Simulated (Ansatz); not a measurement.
Input deck for Ansatz 0.2.0, then the block of the output on the nuclei.

The start is an entry of the Crystallography Open Database (COD).

```yaml
crystal:
  lattice:
    - [3.905, 0.0, 0.0]
    - [0.0, 3.905, 0.0]
    - [0.0, 0.0, 3.905]
  atoms:
    - { symbol: Sr, position: [0.0, 0.0, 0.0] }
    - { symbol: Ti, position: [0.5, 0.5, 0.5] }
    - { symbol: O, position: [0.0, 0.5, 0.5] }
    - { symbol: O, position: [0.5, 0.0, 0.5] }
    - { symbol: O, position: [0.5, 0.5, 0.0] }
kpoints:
  mp_grid: { grid: [8, 8, 8] }
scf:
  occupations: { method: fermi_dirac, width: 0.02 }
hamiltonian:
  xc: pbe
  pseudopotentials: { kind: paw }
output:
  forces: true
  stress: true
  populations: true
  efg:
    quadrupole_moments_barn: { Sr: 0.305, Ti: 0.247, O: -0.02558 }
    contact_densities: true
relax:
  f_tol: 0.02
  max_steps: 60
```

```sh
ansatz run input.yaml --threads 1 --pin off --max-ram 3072MiB --backend cpu --events-out ev --progress --plain --runs-dir out
```

The run relaxes the ions first, and the block belongs to the relaxed positions.

Of the output, the block on the nuclei alone is shown; the set-up, the SCF iterations, energies, forces and stress are cut.

```
--- PAW observables at the nuclei: V_zz in 10²¹ V/m², potentials from the cell's mean, atoms counted from 1 ---
  atom   1  Sr V_zz =    +0.000000   η = 0.0000   by run symmetry: forbidden   C_q = +0.0000 MHz
            electrostatic potential = -5512.513344 V   contact ρ = 401062.045624 e/Å³
  atom   2  Ti V_zz =    -0.000000   η = 0.0000   by run symmetry: forbidden   C_q = -0.0000 MHz
            electrostatic potential = -2529.211604 V   contact ρ = 56792.505820 e/Å³
  atom   3  O  V_zz =    +1.298523   η = 0.0000   by run symmetry: allowed   C_q = -0.8032 MHz
            electrostatic potential = -626.699450 V   contact ρ = 2157.103443 e/Å³
  atom   4  O  V_zz =    +1.298523   η = 0.0000   by run symmetry: allowed   C_q = -0.8032 MHz
            electrostatic potential = -626.699450 V   contact ρ = 2157.103443 e/Å³
  atom   5  O  V_zz =    +1.298523   η = 0.0000   by run symmetry: allowed   C_q = -0.8032 MHz
            electrostatic potential = -626.699450 V   contact ρ = 2157.103443 e/Å³
```

The relaxation (1 step) took 3.4 s of wall time (3.4 s of CPU time) and 0.47 GiB at its peak, on 1 thread of Intel Xeon 6975P-C (Granite Rapids) (x86_64; 16 cores open to the job, memory cap 3.0 GiB, no GPU), a shared host with a load of 0.1 a core.

This high-symmetry form of SrTiO3 is unstable when cold, to tilts of the octahedra. The symmetry of the cell holds that distortion back, wholly or in part, and it would change the field gradients, the more the larger the distortion.
